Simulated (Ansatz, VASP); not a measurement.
# Cross-check of BaTiO3 between VASP and Ansatz, part 2 of 2

One calculation is typed for both programs; each brings its own data sets. How far apart do they land? The cell is taken from a series of runs on this material, whose earlier steps may have relaxed, scaled, displaced or heated it; both programs get it as it stands.

VASP 6.6.1 and Ansatz 0.2.0.

So far: Set-up; VASP: relaxation of cell and atoms, PBEsol.

## (3) Ansatz: relaxation of cell and atoms, PBEsol

Level of this step: Ansatz beside VASP: Kohn-Sham DFT, plane waves, PBEsol (Ansatz).

Ansatz runs on its default PAW (the set named soft_2) files.

The same cell, functional, mesh and smearing now go to Ansatz, which takes its cutoff from its data sets.

Contents of input.yaml:

```yaml
crystal:
  lattice:
    - [3.99048, 0.0, 0.0]
    - [0.0, 3.99048, 0.0]
    - [0.0, 0.0, 4.02303]
  atoms:
    - { symbol: Ba, position: [0.0, 0.0, 0.0] }
    - { symbol: Ti, position: [0.5, 0.5, 0.522] }
    - { symbol: O, position: [0.5, 0.5, 0.979] }
    - { symbol: O, position: [0.5, 0.0, 0.488] }
    - { symbol: O, position: [0.0, 0.5, 0.488] }
kpoints:
  mp_grid: { grid: [6, 6, 6] }
hamiltonian:
  xc: pbesol
scf:
  occupations: { method: gaussian, width: 0.02 }
output:
  forces: true
  stress: true
  eigenvalues: true
relax:
  adjacent_minimum: "off"
  f_tol: 0.005
  max_steps: 60
  cell: { stress_tol: 0.03 }
```

Command:

```bash
$ ansatz run input.yaml --threads 8 --pin off --max-ram 16384MiB --backend cpu --events-out ev --progress --plain --runs-dir out
```

Numbers of over 12 decimals in the logs are rounded to 6 here.

Output:

```text
Engine: ansatz 0.2.0, x86_64-unknown-linux-gnu
Pseudopotentials: kind: paw
Pseudopotential: Ba, paw, valence charge 10, recommended cutoff 420 eV (normal), Ba.paw.azcp
Pseudopotential: Ti, paw, valence charge 12, recommended cutoff 420 eV (normal), Ti.paw.azcp
Pseudopotential: O, paw, valence charge 6, recommended cutoff 420 eV (normal), O.paw.azcp
Functional definition: PBEsol
  exchange = pbesol_x
  correlation = pbesol_c
Crystal: 5 atoms, lattice volume = 64.062 Å³
Basis set: ecut = 420 eV, 1245 PW (Γ), exchange–correlation on 54×54×54 points (8 copies of the dense FFT grid, shifted against one another)
Bands: 25, of which v1, the nominal top of the filled ones, is band 20 counted from 1 (19 counted from 0)
Symmetry: 8 space group operations
Space group: P4mm (ITA 99), of the structure as read, at distance tolerance 4.0e-5 Å
k-points: 40 of 216 (time reversal used)
Non-local potential: Ba, projectors of the file, l = 0: 3, l = 1: 2, l = 2: 2, l = 3: 2
Non-local potential: Ti, projectors of the file, l = 0: 3, l = 1: 2, l = 2: 3, l = 3: 1
Non-local potential: O, projectors of the file, l = 0: 2, l = 1: 2, l = 2: 1
PAW form: soft (Blöchl's): semilocal exchange-correlation on the pseudo side does not see the compensation charge
PAW frozen core: Ba, regenerated for the run's functional, and the local potential with it (the file was generated under x = pbe(κ = 0.804, μ = 0.219515), c = pbe(β = 0.066725))
PAW frozen core: Ti, regenerated for the run's functional, and the local potential with it (the file was generated under x = pbe(κ = 0.804, μ = 0.219515), c = pbe(β = 0.066725))
PAW frozen core: O, regenerated for the run's functional, and the local potential with it (the file was generated under x = pbe(κ = 0.804, μ = 0.219515), c = pbe(β = 0.066725))
PAW one-centre angular grid: Ba, 194 points (default); XC on 64 Gauss nodes
PAW one-centre angular grid: Ti, 590 points (default); XC on 64 Gauss nodes
PAW one-centre angular grid: O, 110 points (default); XC on 64 Gauss nodes
Initial density: superposition of atomic densities (neutral atoms: chi_scale 0, normalization atom), corrected by the library's trained network
Initial wavefunctions: pseudopotential atomic-orbital guess
Functional: x = pbesol(κ = 0.804, μ = 0.123457), c = pbesol(β = 0.046)
SCF iter   1: F=—  HF=-10027.500894 eV  |F-HF|=—  |Δ(HF+E_count)|=         —  Δρ=1.70e-2  dr2=1.61e-1  ethr=1.77e-3  ⟨swp⟩=6.4  Hψ=5078  notcnv=0
preconditioner: auto → Resta (q_TF=auto, 2.522 Å⁻¹)  ε∞=5.8  [insulator: Δε(μ)=1.619 eV  Ē_g=11.965 eV  σ=0.020 eV  W_gap=1.00  n_scr=18 (ndim 8)  ℏωp=26.2 eV  f_vac=0.000  D(μ)=0.00/eV (n_scr^D=0)  ε∞_Penn≈5.8]
SCF iter   2: F=—  HF=-10027.468008 eV  |F-HF|=—  |Δ(HF+E_count)|=   3.29e-2  Δρ=4.35e-3  dr2=1.45e-2  ethr=4.01e-4  ⟨swp⟩=2.3  Hψ=1810  notcnv=0  defer=40
SCF iter   3: F=—  HF=-10027.466346 eV  |F-HF|=—  |Δ(HF+E_count)|=   1.66e-3  Δρ=1.45e-3  dr2=1.63e-3  ethr=3.63e-5  ⟨swp⟩=2.0  Hψ=1521  notcnv=0  defer=40
SCF iter   4: F=—  HF=-10027.466140 eV  |F-HF|=—  |Δ(HF+E_count)|=   2.07e-4  Δρ=1.74e-4  dr2=1.69e-5  ethr=4.07e-6  ⟨swp⟩=2.0  Hψ=1828  notcnv=0  defer=40
SCF iter   5: F=—  HF=-10027.465890 eV  |F-HF|=—  |Δ(HF+E_count)|=   2.50e-4  Δρ=3.41e-5  dr2=7.48e-7  ethr=4.22e-8  ⟨swp⟩=2.0  Hψ=1738  notcnv=0  defer=40
SCF iter   6: F=-10027.465890 eV  HF=-10027.465890 eV  |F-HF|=1.74e-8  |Δ(HF+E_count)|=   5.14e-8  Δρ=1.08e-5  dr2=4.94e-8  ethr=2.50e-10  ⟨swp⟩=10.5  Hψ=5568  notcnv=0
SCF 1 converged in 6 iterations: F = -10027.465890 eV  dr2 = 4.94e-8
  greatest PAW one-centre occupation: 0.999 electrons in one spin orbital (limit 2), on the Ti atom at site 1 (counted from 0), in its partial waves of l = 0
relax step   1: F+E_penalty+E_count = -10027.46588996 eV  Δ(F+E_penalty+E_count) = +0.000e0 eV  max|allowed force component| = 1.562e-1 eV/Å  Δτ_max = 0.0000 Å  P = -2.325 GPa  Ω = 64.062 Å³  (6 SCF iters, dr2 threshold 1.00e-7 eV, accepted)
[...]
relax step   8: F+E_penalty+E_count = -10027.47856253 eV  Δ(F+E_penalty+E_count) = +2.408e-3 eV  max|allowed force component| = 1.507e-3 eV/Å  Δτ_max = 0.0000 Å  P = -0.083 GPa  Ω = 63.295 Å³  stress off target by 1.14e-1 GPa  SCF on the basis re-selected at this cell (its energy is not comparable with the rows above)  (6 SCF iters)
[...]
relax step   9: F+E_penalty+E_count = -10027.47865713 eV  Δ(F+E_penalty+E_count) = -9.459e-5 eV  max|allowed force component| = 2.422e-4 eV/Å  Δτ_max = 0.0005 Å  P = -0.004 GPa  Ω = 63.273 Å³  energy of the carried Pulay correction = +8.060e-5 eV  (6 SCF iters, dr2 threshold 3.23e-8 eV, accepted)
[...]
relax step  10: F+E_penalty+E_count = -10027.47863635 eV  Δ(F+E_penalty+E_count) = +2.078e-5 eV  max|allowed force component| = 2.610e-4 eV/Å  Δτ_max = 0.0000 Å  P = -0.005 GPa  Ω = 63.273 Å³  stress off target by 7.69e-3 GPa  SCF on the basis re-selected at this cell (its energy is not comparable with the rows above)  (6 SCF iters)
basis re-selected at this cell: Δ(F+E_penalty+E_count) = +2.078e-5 eV, ΔP = -0.001 GPa vs the last step (what re-selecting the basis moved, of the pressure what is left beyond the Pulay correction that the steps carried, after the strain that the cell walked since its last selection, with what the two solves' SCF thresholds leave and, on support functions, any second-order correction that the steps lacked; it is no m [...]
SCF converged after 6 iterations
Free energy (F): -10027.478636 eV
Harris-Foulkes:  -10027.478636 eV  (|F-HF|=3.64e-12)
Internal energy: -10027.478636 eV  (E = F + TS)
E sigma→0 (E₀):  -10027.478636 eV
Fermi energy:    11.375250 eV
--- Per-component energies (eV) ---
  E_band       = -135.609884
  E_kinetic    = 969.303965
  E_local      = -2088.742457  (includes V_loc(G=0)·N_el)
  E_nonlocal   = 207.216368
  E_hartree    = 815.105009
  E_xc         = -486.617325
  E_vxc        = -543.583713  (∫ρ·V_xc dr)
  E_paw        = -6617.074958  (= ΣΔE_a)
  E_vpaw       = -310.021470  (= ΣTr[D̂ρ^β])
  E_aug_tail   = 0.007449  (compensation charges beyond the density's cutoff)
  E_ewald      = -2827.073370
  E_core_change = 0.396681  (= ΣΔE_core)
  E_smearing   = -0.000000  (= −TS)
  E_closure    = -0.000000  (closes the sum)
  Σ components = -10027.478636   (vs F -10027.478636, Δ=0.00e0)
--- Forces (eV/Å), atoms counted from 1 ---
  atom   1  Ba     0.00000000    -0.00000000    -0.00001540
  atom   2  Ti    -0.00000000    -0.00000000     0.00026129
  atom   3  O     -0.00000000    -0.00000000    -0.00012849
  atom   4  O      0.00000000     0.00000000    -0.00005810
  atom   5  O      0.00000000     0.00000000    -0.00005810
  max |Σ_I F_I| component: 1.19e-6 eV/Å
--- Stress (GPa, compression-positive) ---
       -0.007691      -0.000000       0.000000
       -0.000000      -0.007691       0.000000
       -0.000000       0.000000       0.000421
  P = ⅓ Tr σ = -0.0050 GPa (-0.050 kbar)
--- Band table (eV; the first three rows and the last of 40) ---
  k-point 0: bands = [... 16 lower, 9.1584, 9.9934, 10.0809, 10.0809, 12.2996, 12.6769, 12.6769, 14.7319, ... 1 higher]
  k-point 1: bands = [... 16 lower, 8.9454, 9.4892, 9.9996, 9.9996, 12.3310, 13.0668, 13.0668, 14.7284, ... 1 higher]
  k-point 2: bands = [... 16 lower, 8.5752, 8.7444, 9.8377, 9.8377, 12.3956, 13.7795, 13.7795, 14.7278, ... 1 higher]
  k-point 39: bands = [... 16 lower, 8.0117, 10.2293, 10.2293, 10.4509, 14.7678, 14.7678, 14.8171, 16.9574, ... 1 higher]
--- Relaxed structure (8 steps of the walk, 7 accepted, 2 SCFs on fresh bases) ---
  F+E_penalty+E_count = -10027.47863635 eV   max|allowed force component| = 2.610e-4 eV/Å   (the final SCF, on the basis selected at the relaxed cell)
  cell:  # Å, volume = 63.2734 Å³
    - [3.955539, 0, 1.1291948875396044e-18]
    - [0, 3.955539, 0]
    - [1.1384056325099868e-18, 0, 4.043986]
  atoms:
    - { symbol: Ba, position: [1.1621703501784942e-18, 0, 0.00593326] }
    - { symbol: Ti, position: [0.500000, 0.500000, 0.521148] }
    - { symbol: O, position: [0.500000, 0.500000, 0.976189] }
    - { symbol: O, position: [0.500000, 0, 0.486865] }
    - { symbol: O, position: [-2.223254313528593e-19, 0.500000, 0.486865] }
```

Reading the cycles: dr2 is the Hartree energy of the density residual (eV), the measure of convergence; HF is the Harris–Foulkes estimate of the energy, which meets the free energy F at convergence.

## (4) Side by side

Known differences besides the potentials themselves: the cutoff is 420 eV in Ansatz and 600 eV in VASP; Ansatz makes its cores anew for this functional, VASP keeps those of its PBE data sets; Ansatz adds a Pulay correction to the stress that steers its cell, VASP none. Total energies have different zeros and are not compared.

Compared:

| quantity | Ansatz | VASP | difference |
| --- | --- | --- | --- |
| volume (Å³) | 63.27 | 63.99 | -1.12 % |
| edge a after relaxation, in the typed setting (Å) | 3.955 | 3.967 | -0.28 % |
| edge c after relaxation, in the typed setting (Å) | 4.044 | 4.067 | -0.56 % |

## (5) Results

```yaml
difference_in_volume_relaxation_of_cell_and_atoms_pbesol: -1.1 %
```

What this shows: The difference in volume is -1.1 % (relaxation of cell and atoms, PBEsol), within the 1.2 % picked in this series as the mark of a large difference, as far as the stopping tolerances let one tell. Such differences can come from data sets, numerical settings and the points named under the comparisons, not from the functional's error against experiment.

[Lines on the potential files, build, host, timing and source positions are cut from VASP's logs without a mark.]

[Logs are printed without paths, hosts, clocks, repeated set-up lines and the standing remarks that a program may print on its own settings, such as how far it seeks lower states.]

[Hosts, paths, dates, database ids (printed as entryN), source tags and the programs' standing remarks are cut or masked in the printed files.]
